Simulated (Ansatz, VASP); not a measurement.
## Hf: VASP beside Ansatz

```
Hf
1.0
     3.19670    0.00000    0.00000
    -1.59835    2.76842    0.00000
     0.00000    0.00000    4.85549
Hf
2
Direct
  0.66667 0.33333 0.75000
  0.33333 0.66667 0.25000
```

Alike in both runs: task single point; functional PBE; k mesh 8 × 8 × 5; occupations fermi-dirac, width 0.05 eV; no spin polarisation.

```csv
,VASP,Ansatz
version,VASP 6.6.1,Ansatz 0.2.0
potentials or method,"VASP PAW PBE potentials, release 64 (Hf_pv)",Ansatz PAW
plane-wave cutoff (eV),520,420
valence electrons in the cell,20,52
```

Ansatz gave:

- gap on the k mesh at the Fermi level (eV): none
- pressure (GPa): 6.1
- largest component of the traceless stress (GPa): 4.29

**Question.** Which values does VASP return?

**Answer.** gap on the k mesh at the Fermi level (eV): none; pressure (GPa): 5.7; largest component of the traceless stress (GPa): 4.22.

A gap of «none» marks a metal or a gap that the smearing closes. The functional is the same, so the differences come from potentials, cutoffs and numerics. The two sets of potentials don't hold the same shells in valence.

The runs have no spin-orbit coupling, so splittings on Hf are missing.
